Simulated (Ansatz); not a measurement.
# Ti (Im-3m) in Ansatz: convergence with xc grid

Aim: find how far xc grid must go before the results for Ti settle, at PBE. This setting moves, with any that are tied to it; all else stays.

Program: Ansatz 0.2.0. These are calculated values, not measurements. Logs are shortened: lines on timing, memory, paths and dates and some standing lists are left out, and cuts for length are marked.

## (1) The structure

Symmetry: Im-3m, No. 229, cubic system. The conventional cell has a = 3.282 Å, b = 3.282 Å, c = 3.282 Å, α = 90.00°, β = 90.00°, γ = 90.00°. Around Ti (site symmetry m-3m) lie 8 Ti at 2.84 Å.

This isn't the form of Ti at room conditions, which is hcp.

## (2) With xc grid 1

File input.yaml:

```yaml
crystal:
  lattice:
    - [-1.641, 1.641, 1.641]
    - [1.641, -1.641, 1.641]
    - [1.641, 1.641, -1.641]
  atoms:
    - { symbol: Ti, position: [0.0, 0.0, 0.0] }
kpoints:
  mp_grid: { grid: [11, 11, 11] }
scf:
  occupations: { method: fermi_dirac, width: 0.05 }
hamiltonian:
  xc: pbe
  pseudopotentials: { kind: all_electron, lapw: { basis_error: 0.001 } }
output:
  forces: true
  stress: true
  eigenvalues: true
basis:
  xc_grid: 1
```

Potentials or basis: all-electron LAPW, scalar-relativistic.

Launch:

```
$ ansatz run input.yaml --threads 1 --pin off --max-ram 3072MiB --backend cpu --events-out ev --progress --plain --runs-dir out
```

Standard output:

```text
Warning: RAYON_NUM_THREADS=1 ignored (pool sized by the plan → 1); use --threads N
LAPW: plane waves up to 7.726 Å⁻¹, error target 1.0e-3 eV per atom; small_component_spin mean_spin; Ti in spheres of 1.421 Å, 12 of its electrons in bands, Dirac shells [] (how accurate: hamiltonian.pseudopotentials.lapw.basis_error, Limitations)
Engine: ansatz 0.2.0, x86_64-unknown-linux-gnu
Pseudopotentials: kind: all_electron
Pseudopotential: Ti, LAPW, valence charge 12, lapw/all_electron/scalar/gaussian/Ti, Koelling and Harmon's equation, gaussian nucleus
Functional definition: PBE
  parameter kappa = 0.804
  parameter beta = 0.06672455060314922
  exchange = pbe_x(kappa = kappa, mu = beta*pi^2/3)
  correlation = pbe_c(beta = beta)
Crystal: 1 atoms, lattice volume = 17.676 Å³
Basis set: ecut = 227.4502114281443 eV, 141 PW (Γ), exchange–correlation at level 1
Bands: 10, of which v1, the nominal top of the filled ones, is band 6 counted from 1 (5 counted from 0)
Symmetry: 48 space group operations
Space group: Im-3m (ITA 229), of the structure as read, at distance tolerance 2.6e-5 Å
k-points: 56 of 1331
Non-local potential: Ti, projectors of the file, none
Initial density: superposition of atomic densities (chi_scale 0.1, normalization cell)
Initial wavefunctions: plane waves of lowest kinetic energy (no species holds an atomic orbital)
Functional: x = pbe(κ = 0.804, μ = 0.2195149727645171), c = pbe(β = 0.06672455060314922)
iter 1 solved again at ethr=6.19e-4 eV; its pass at ethr=1.00e-1 eV (dr2=7.43e-2 eV) is discarded
SCF iter   1: F=—  HF=-23233.387981 eV  |F-HF|=—  |Δ(HF+E_count)|=         —  Δρ=2.35e-2  dr2=7.49e-2  ethr=6.19e-4  ⟨swp⟩=2.8  Hψ=4122  notcnv=0
preconditioner: auto → none  [metal: Δε(μ)=0.028 eV  Ē_g=4.413 eV  σ=0.050 eV  W_gap=0.14  n_scr=0 (ndim 8)  ℏωp=17.7 eV  f_vac=0.000  D(μ)=2.75/eV (n_scr^D=42)]
iter 2 solved again at ethr=3.41e-6 eV; its pass at ethr=6.19e-4 eV (dr2=4.09e-4 eV) is discarded
SCF iter   2: F=—  HF=-23233.245126 eV  |F-HF|=—  |Δ(HF+E_count)|=   1.43e-1  Δρ=1.85e-3  dr2=4.08e-4  ethr=3.41e-6  ⟨swp⟩=2.6  Hψ=3080  notcnv=0
SCF iter   3: F=—  HF=-23233.224759 eV  |F-HF|=—  |Δ(HF+E_count)|=   2.04e-2  Δρ=2.77e-3  dr2=1.03e-3  ethr=3.40e-6  ⟨swp⟩=3.0  Hψ=1969  notcnv=0
SCF iter   4: F=—  HF=-23233.224731 eV  |F-HF|=—  |Δ(HF+E_count)|=   2.72e-5  Δρ=1.81e-4  dr2=3.83e-6  ethr=3.40e-6  ⟨swp⟩=2.0  Hψ=1648  notcnv=0
SCF iter   5: F=—  HF=-23233.224734 eV  |F-HF|=—  |Δ(HF+E_count)|=   2.56e-6  Δρ=2.85e-5  dr2=1.04e-7  ethr=3.19e-8  ⟨swp⟩=2.2  Hψ=1659  notcnv=0
SCF iter   6: F=-23233.224733 eV  HF=-23233.224733 eV  |F-HF|=8.33e-9  |Δ(HF+E_count)|=   4.21e-7  Δρ=2.67e-6  dr2=7.85e-10  ethr=8.66e-10  ⟨swp⟩=2.3  Hψ=1674  notcnv=0
SCF 1 converged in 6 iterations: F = -23233.224733 eV  dr2 = 7.85e-10
SCF converged after 6 iterations
Free energy (F): -23233.224733 eV
Harris-Foulkes:  -23233.224733 eV  (|F-HF|=8.33e-9)
Internal energy: -23233.202030 eV  (E = F + TS)
E sigma→0 (E₀):  -23233.213382 eV
Entropy (-TS):   -0.022703 eV (-22.703 meV/atom)
Fermi energy:    13.258185 eV
--- Per-component energies (eV) ---
  E_band       = -155.281711
  E_kinetic    = 23456.687346
  E_xc         = -1147.888285
  E_electrostatic = -45542.001091  (all electrons and nuclei)
  E_smearing   = -0.022703  (= −TS)
  E_closure    = 0.000000  (closes the sum)
  E_atoms      = -23226.621050  (free atoms, spherical and without spin; not in F)
  Σ components = -23233.224733   (vs F -23233.224733, Δ=0.00e0)
  Basis errors (estimates in eV, not in F): energy 1.2e-4 per atom: plane waves 1.0e-4 (5.3e-5 summed), levels above the bands 8.9e-70, relativity 9.4e-9, radial functions 1.4e-5, core shells 4.1e-8; eigenvalues (radial functions only) 9.9e-7; not estimated: angular momenta, meshes, grids; target (lapw.basis_error) 1.0e-3; muffin-tin radii Ti 1.421 Å
--- Forces (eV/Å), atoms counted from 1 ---
  atom   1  Ti    -0.00000000     0.00000000     0.00000000
  max |Σ_I F_I| component: 5.09e-31 eV/Å
--- Stress (GPa, compression-positive) ---
       -2.511580      -0.000000      -0.000000
       -0.000000      -2.511580       0.000000
       -0.000000       0.000000      -2.511580
  P = ⅓ Tr σ = -2.5116 GPa (-25.116 kbar)
--- Band table (eV; the first three rows and the last of 56) ---
  k-point 0: bands = ["-43.2564", "-19.1474", "-19.1474", "-19.1474", "7.3698", "14.2430", "14.2430", "14.2430", "15.9670", "15.9670"]
  k-point 1: bands = ["-43.2467", "-19.2000", "-19.1637", "-19.1477", "7.6456", "14.1192", "14.2025", "14.4429", "15.8321", "15.9752"]
  k-point 2: bands = ["-43.2207", "-19.3393", "-19.2071", "-19.1485", "8.4203", "13.8036", "13.9872", "15.0111", "15.6602", "16.0110"]
  k-point 55: bands = ["-43.0500", "-19.5872", "-19.5774", "-19.5774", "11.2811", "11.2930", "16.8530", "16.8530", "17.0440", "20.9370"]
```

It took 6.6 s on 1 thread of Intel Xeon at 2.50GHz (Skylake/Cascade Lake), shared host; peak memory 0.24 GiB.

What came out:

- Free energy: -23233.2247 eV
- Pressure: -2.5 GPa
- Band gap on the k mesh: none (metal or under the smearing width)

## (3) With xc grid 2

input.yaml: that of step 2 with these lines changed.

```diff
@@ -19,2 +19,2 @@
 basis:
-  xc_grid: 1
+  xc_grid: 2
```

Potentials or basis: all-electron LAPW, scalar-relativistic.

Launch:

```
$ ansatz run input.yaml --threads 1 --pin off --max-ram 3072MiB --backend cpu --events-out ev --progress --plain --runs-dir out
```

Run time: 7 s. Hardware: 1 thread of Intel Xeon at 2.50GHz (Skylake/Cascade Lake), shared host; peak memory 0.24 GiB.

Results:

```yaml
Free_energy: -23233.2247 eV
Pressure: -2.5 GPa
Band_gap_on_the_k_mesh: none (metal or under the smearing width)
```

## (4) With xc grid 3

input.yaml: that of step 3 with these lines changed.

```diff
@@ -19,2 +19,2 @@
 basis:
-  xc_grid: 2
+  xc_grid: 3
```

Launch:

```
$ ansatz run input.yaml --threads 1 --pin off --max-ram 3072MiB --backend cpu --events-out ev --progress --plain --runs-dir out
```

Run time: 6.5 s. Hardware: 1 thread of Intel Xeon at 2.50GHz (Skylake/Cascade Lake), shared host; peak memory 0.25 GiB.

It converged, with:

```
Free energy            : -23233.2247 eV
Pressure               : -2.5 GPa
Band gap on the k mesh : none (metal or under the smearing width)
```

## (5) With xc grid 4

input.yaml: that of step 4 with these lines changed.

```diff
@@ -19,2 +19,2 @@
 basis:
-  xc_grid: 3
+  xc_grid: 4
```

Launch:

```
$ ansatz run input.yaml --threads 1 --pin off --max-ram 3072MiB --backend cpu --events-out ev --progress --plain --runs-dir out
```

It took 7.3 s on 1 thread of Intel Xeon at 2.50GHz (Skylake/Cascade Lake), shared host; peak memory 0.25 GiB.

The run converged. Its results:

- Free energy: -23233.2247 eV
- Pressure: -2.5 GPa
- Band gap on the k mesh: none (metal or under the smearing width)

## (6) Result

```
xc grid  energy less the tightest run, at zero smearing (meV/atom)  SCF cycles  CPU time (s)  peak memory (GiB)
      1                                                       0.00           6           6.2               0.24
      2                                                       0.00           6           6.5               0.24
      3                                                       0.00           6           6.3               0.25
      4                                                       0.00           6           6.6               0.25
```

Against the tightest run, the energy stays within 1 meV/atom from 1 on. The tightest run that finished is the yardstick and may itself not be fully converged.
